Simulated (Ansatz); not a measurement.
We consider LaAlO₃ (R-3c, No. 167; start mp-2920; cell taken from a computed entry), described by r²SCAN (Ansatz, a first-principles code, plane waves, PAW).

Numerical settings: plane-wave cutoff 560 eV, 8×8×8 k mesh, Fermi–Dirac smearing 0.01 eV, scalar-relativistic PAW data made under PBE.

Cell (relaxed at this level):

```cif
data_Al2La2O6
_chemical_formula_sum 'La2 Al2 O6'
_space_group_name_H-M_alt 'P 1'
_space_group_IT_number 1
_cell_length_a 5.35633
_cell_length_b 5.35633
_cell_length_c 5.35633
_cell_angle_alpha 60.129
_cell_angle_beta 60.129
_cell_angle_gamma 60.129
loop_
_space_group_symop_operation_xyz
  'x, y, z'
loop_
_atom_site_label
_atom_site_type_symbol
_atom_site_fract_x
_atom_site_fract_y
_atom_site_fract_z
_atom_site_occupancy
La1 La 0.25000 0.25000 0.25000 1
La2 La 0.75000 0.75000 0.75000 1
Al1 Al 0.00000 0.00000 0.00000 1
Al2 Al 0.50000 0.50000 0.50000 1
O1 O 0.77935 0.25000 0.72065 1
O2 O 0.22065 0.75000 0.27935 1
O3 O 0.72065 0.77935 0.25000 1
O4 O 0.27935 0.22065 0.75000 1
O5 O 0.25000 0.72065 0.77935 1
O6 O 0.75000 0.27935 0.22065 1
```

Question: Give the computed band gap.

Answer: 
- band gap = 4.38 eV (on the SCF k mesh)

Note: the relaxation could not lower the start's symmetry, so the cell can be a saddle point above a distorted one.

Spin–orbit coupling is not included.

The computed numbers hold no vibrational or temperature effects.

A start named mp-… is a Materials Project structure, which need not be a measured phase.
